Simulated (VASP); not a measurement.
# BP (F-43m) under biaxial strain in the (110) plane

Strain engineering needs slopes: what does biaxial strain in the (110) plane do to the lattice and the band edges of BP?

Method: LDA; plane waves and PAW (B, P), in the first sound run; inputs show where later runs differ, in VASP 6.6.1.

Report form: the programs' logs are mostly left out.

**1. The starting structure**

It takes space group F-43m (No. 216, cubic). Conventional cell: a = 4.538 Å, b = 4.538 Å, c = 4.538 Å, α = 90.00°, β = 90.00°, γ = 90.00°. Nearest to B lie 4 P at 1.97 Å. P has 4 B at 1.97 Å nearest. Farther neighbours are not listed.

**2. Relax the crystal, LDA**

The series starts from the cell that this level prefers, so that zero strain is near zero stress.

This step took 2 runs in a row; the last is shown.

Level: LDA; plane waves and PAW (B, P).

Input file INCAR:

```
SYSTEM = BP
PREC = Accurate
ENCUT = 480
EDIFF = 1E-07
NELM = 120
ISMEAR = 0
SIGMA = 0.02
LREAL = .FALSE.
ALGO = Normal
GGA = CA
NBANDS = 10
LASPH = .TRUE.
LORBIT = 11
LWAVE = .FALSE.
LCHARG = .FALSE.
KPAR = 12
IBRION = 2
NSW = 40
ISIF = 3
EDIFFG = -0.005
POTIM = 0.4
```

Input file POSCAR:

```
BP
1.0
    0.0000000000      2.2448005768      2.2448005768
    2.2448005768      0.0000000000      2.2448005768
    2.2448005768      2.2448005768      0.0000000000
B P
1 1
Direct
    0.0000000000      0.0000000000      0.0000000000
    0.2500000000      0.2500000000      0.2500000000
```

Input file KPOINTS:

```
Automatic mesh
0
Gamma
11 11 11
0 0 0
```

Potentials, in the order of the species: B and P (LDA family, release 64).

Command:

```
> mpirun -np 12 vasp_std
```

Wall time 1.6 s (12 MPI ranks of Intel Xeon 6975P-C (Granite Rapids), shared host); peak memory 1.4 GiB.

Read from the output:

| Property | Result |
| --- | --- |
| energy(sigma→0) of the program | -14.3991 eV |
| stress, compression positive | 0.00 along [110], 0.00 across it (mean), GPa |
| volume | 22.624 Å³ |
| ionic steps | 1 |

**3. Strain along the normal, LDA**

One member in full: the plane is strained by 2 %, and the strain along the normal is moved by secant steps until the normal stress is under 0.012 GPa or five steps are spent; the atoms relax at each step.

This step took 4 runs, each at a new trial strain with the atoms of the one before; the last is shown.

Level: LDA; plane waves and PAW (B, P); cell typed or built by script.

Changes to INCAR since step 2:

```diff
@@ -15,7 +15,7 @@
 LCHARG = .FALSE.
-KPAR = 12
-IBRION = 2
-NSW = 40
-ISIF = 3
-EDIFFG = -0.005
-POTIM = 0.4
+KPAR = 3
+IBRION = 1
+NSW = 25
+ISIF = 2
+EDIFFG = -0.004
+POTIM = 0.3
```

Input file POSCAR:

```
BP
1.0
   -0.0276890420      2.2620075460      2.2896965880
    2.2620075460     -0.0276890420      2.2896965880
    2.2343185040      2.2343185040      0.0000000000
B P
1 1
Direct
    0.9990543576      0.9990543576      0.0009456424
    0.2509456424      0.2509456424      0.2490543576
```

KPOINTS is that of step 2.

Command:

```
> mpirun -np 3 vasp_std
```

The job ended after 5.8 s (3 MPI ranks; peak memory 0.43 GiB; 14 s of CPU time).

Read from the output:

| Item | Value |
| --- | --- |
| energy(sigma→0) of the program | -14.3745 eV |
| stress, compression positive | 0.00 along [110], -8.52 across it (mean), GPa |
| ionic steps | 1 |

**4. Band edges, TB-mBJ with spin-orbit coupling**

Short lines in KPOINTS_OPT sample the zone centre along and across the normal of the plane, for masses, and the other valleys.

Level: TB-mBJ, spin-orbit coupling; plane waves and PAW (B, P); cell typed or built by script.

TB-mBJ has no energy functional, so the total energy, stress and pressure in this output mean nothing.

Input file INCAR:

```
SYSTEM = BP
PREC = Accurate
ENCUT = 480
EDIFF = 1E-06
NELM = 150
ISMEAR = 0
SIGMA = 0.02
LREAL = .FALSE.
ALGO = Normal
METAGGA = MBJ
LASPH = .TRUE.
LNONCOLLINEAR = .TRUE.
MAGMOM = 0 0 0 0 0 0
NBANDS = 18
GGA_COMPAT = .FALSE.
LSORBIT = .TRUE.
LWAVE = .FALSE.
LCHARG = .FALSE.
KPAR = 3
```

POSCAR is that of step 3.

Input file KPOINTS:

```
Automatic mesh
0
Gamma
9 9 9
0 0 0
```

Input file KPOINTS_OPT:

```
Line mode
6
Line-mode
Reciprocal
  0.00000000   0.00000000   0.00000000
  0.01257246   0.01257246   0.02514492

  0.00000000   0.00000000   0.00000000
 -0.01288407   0.01288407  -0.00000000

  0.31000000   0.31000000   0.00000000
  0.50000000   0.50000000   0.00000000

  0.00000000   0.31000000   0.31000000
  0.00000000   0.50000000   0.50000000

  0.45000000   0.45000000   0.45000000
  0.50000000   0.50000000   0.50000000

  0.45000000   0.00000000   0.00000000
  0.50000000   0.00000000   0.00000000

  0.42500000   0.42500000   0.00000000
  0.42477966   0.44300048   0.01778014

  0.50000000   0.50000000   0.50000000
  0.48711593   0.51288407   0.50000000
```

Command:

```
> mpirun -np 3 vasp_ncl
```

It took 82 s on 3 MPI ranks; peak memory 1.1 GiB; 3.6 min of CPU time.

**5. Band edges, r2SCAN with spin-orbit coupling**

Level: r2SCAN, spin-orbit coupling; plane waves and PAW (B, P); cell typed or built by script.

Changes to INCAR since step 4:

```diff
@@ -4,3 +4,3 @@
 EDIFF = 1E-06
-NELM = 150
+NELM = 100
 ISMEAR = 0
@@ -9,3 +9,3 @@
 ALGO = Normal
-METAGGA = MBJ
+METAGGA = R2SCAN
 LASPH = .TRUE.
```

POSCAR is that of step 4.

KPOINTS is that of step 4.

KPOINTS_OPT is that of step 4.

Command:

```
> mpirun -np 3 vasp_ncl
```

Run time: 1.9 min. Hardware: 3 MPI ranks; peak memory 1 GiB; 5.3 min of CPU time.

This run gave:

| Property | Result |
| --- | --- |
| energy(sigma→0) of the program | -58.9116 eV |
| stress, compression positive | 3.99 along [110], -5.11 across it (mean), GPa |

The run ends at a pressure of -2.07 GPa, with forces up to 0.015 eV/Å.

**6. The table**

Runs beyond LDA use the data sets made with LDA; this shifts their levels slightly, and their total energies have another zero (at TB-mBJ, which has no energy functional, they mean nothing).

The other members went through these steps as far as the tables show, with the same cutoff and, step by step, the same mesh; 43 runs are not shown. The session took 1.6 core hours (wall time by ranks) on a shared machine.

```
in-plane strain (%)  strain along the normal (%)  mean of the two in-plane stresses, tension positive (GPa)  energy above the unstrained row (meV/atom)  gap on the mesh, LDA (eV)
             -2.000                        0.604                                                     -9.717                                      13.465                      0.793
             -1.500                        0.439                                                     -7.183                                       7.542                      0.913
             -1.000                        0.283                                                     -4.718                                       3.349                      1.018
             -0.500                        0.137                                                     -2.326                                       0.848                      1.107
                  0                        0.000                                                     -0.005                                       0.000                      1.176
              0.500                       -0.125                                                      2.242                                       0.757                      1.137
              1.000                       -0.248                                                      4.409                                       3.090                      1.100
              1.500                       -0.358                                                      6.503                                       6.946                      1.065
              2.000                       -0.467                                                      8.521                                      12.289                      1.032
```

Slopes at zero strain, from cubics through all rows: strain ratio -0.264, stress over strain 457 GPa.

Band edges at TB-mBJ with spin-orbit coupling, counted from the valence-band top at Γ, spin-orbit pairs averaged, with one row partly withheld:

```
in-plane strain (%)  gap (eV)  conduction band at Γ (eV)  Δ or X valley along z (eV)  Δ or X valley along x (eV)  lowest conduction level at L, [111] (eV)  lowest conduction level at L, [-111] (eV)  second valence level below the top (eV)  third valence level below the top (eV)
             -2.000     1.667                      4.077                       1.670                       1.923                                     5.031                                      4.583                                    0.028                                   0.297
             -1.500     1.777                      4.136                       1.775                       1.948                                     4.957                                      4.636                                    0.026                                   0.223
             -1.000     1.868                      4.192                       1.868                       1.971                                     4.883                                      4.678                                    0.025                                   0.152
             -0.500     1.948                          ?                       1.948                       1.994                                     4.808                                      4.711                                    0.021                                   0.087
                  0     2.016                      4.280                       2.015                       2.015                                     4.733                                      4.733                                    0.000                                   0.042
              0.500     1.984                      4.197                       2.018                       1.982                                     4.604                                      4.689                                    0.054                                   0.087
              1.000     1.946                      4.089                       2.007                       1.944                                     4.471                                      4.629                                    0.111                                   0.144
              1.500     1.909                      3.982                       1.988                       1.907                                     4.341                                      4.561                                    0.165                                   0.203
              2.000     1.874                      3.876                       1.963                       1.871                                     4.214                                      4.485                                    0.215                                   0.261
```

Band edges at r2SCAN with spin-orbit coupling, counted from the valence-band top at Γ, spin-orbit pairs averaged:

```
in-plane strain (%)  gap (eV)  conduction band at Γ (eV)  Δ or X valley along z (eV)  Δ or X valley along x (eV)  lowest conduction level at L, [111] (eV)  lowest conduction level at L, [-111] (eV)  second valence level below the top (eV)  third valence level below the top (eV)
             -2.000     1.018                      3.452                       1.018                       1.292                                     4.637                                      4.154                                    0.031                                   0.295
             -1.500     1.135                      3.510                       1.132                       1.316                                     4.559                                      4.212                                    0.026                                   0.220
             -1.000     1.230                      3.566                       1.230                       1.338                                     4.477                                      4.258                                    0.024                                   0.150
             -0.500     1.311                      3.618                       1.311                       1.359                                     4.395                                      4.293                                    0.021                                   0.086
                  0     1.380                      3.652                       1.380                       1.380                                     4.313                                      4.313                                    0.000                                   0.041
              0.500     1.346                      3.569                       1.383                       1.346                                     4.178                                      4.265                                    0.054                                   0.086
              1.000     1.308                      3.461                       1.371                       1.307                                     4.039                                      4.199                                    0.111                                   0.143
              1.500     1.271                      3.353                       1.351                       1.269                                     3.903                                      4.121                                    0.166                                   0.200
              2.000     1.235                      3.246                       1.323                       1.233                                     3.770                                      4.035                                    0.216                                   0.258
```

**7. Working out the slope**

The quantity to fit is the conduction level at Γ above the mean of the three top valence levels at TB-mBJ with spin-orbit coupling: 4.185, 4.218, 4.251, 4.294, 4.244, 4.174, 4.104, 4.035 eV in the rows shown.

A least-squares parabola through the 8 rows shown, with e the strain in %: E = − 0.04195 e² − 0.03764 e + 4.268 (eV), r.m.s. residual 0.014 eV.

For the withheld row, e = -0.5, the fit gives 4.2762 eV.

**8. Prediction against calculation**

The calculation gives 4.2807 eV, so the prediction is 0.0045 eV too low, within twice the residual of the fit.

The rows do not lie on one parabola (a picked bound of 1 % of their span for the r.m.s. residual). Levels that cross, a degenerate level that splits or an edge that moves to another point can do that; which it is was not traced. So the linear term is no slope at zero strain, and none is listed.

**9. Outcome**

* ratio of normal to in-plane strain: -0.264
* biaxial modulus: 457 GPa
* gap of the unstrained cell, TB-mBJ with spin-orbit coupling: 2.02 eV
* gap of the unstrained cell, r2SCAN with spin-orbit coupling: 1.38 eV
* error of the predicted row: -4.5 meV

In words: As a check, the curvature of the energy gives 456 GPa for the same modulus (energy per volume = M × strain²), 0 % from the slope of the stress. At TB-mBJ with spin-orbit coupling the lowest conduction valley is Δ or X throughout, and the gap runs between 1.67 and 2.02 eV. At r2SCAN with spin-orbit coupling the lowest conduction valley is Δ or X throughout, and the gap runs between 1.02 and 1.38 eV. Hole masses are left out throughout, since the top bands are degenerate or cross in many series; of conduction masses, those of the Γ, L and (for Si and Ge under (001) strain) Δ valleys are kept where they change by under an eighth between rows. TB-mBJ is a potential fitted for gaps; it has no energy functional, so its total energies and forces mean nothing, and its bands tend to come out too narrow. r2SCAN opens gaps somewhat over GGA but leaves them below measured values as a rule. Δ or X levels are the lowest on their line, refined by a parabola unless they lie at X; the gap is read from all points sampled and can differ from the lowest valley by some meV, or by tens of meV where strain moves the valence top off Γ. Temperature, zero-point motion and excitons are left out.

[Lines on the potential files, build, host, timing and source positions are cut from VASP's logs without a mark.]

[Logs are printed without paths, hosts, clocks, repeated set-up lines and the standing remarks that a program may print on its own settings, such as how far it seeks lower states.]

[Hosts, paths, dates, database ids (printed as entryN), source tags and the programs' standing remarks are cut or masked in the printed files.]

[In band tables of VASP the shares of atoms and orbitals are scaled to a sum of 1 inside the atoms' spheres.]
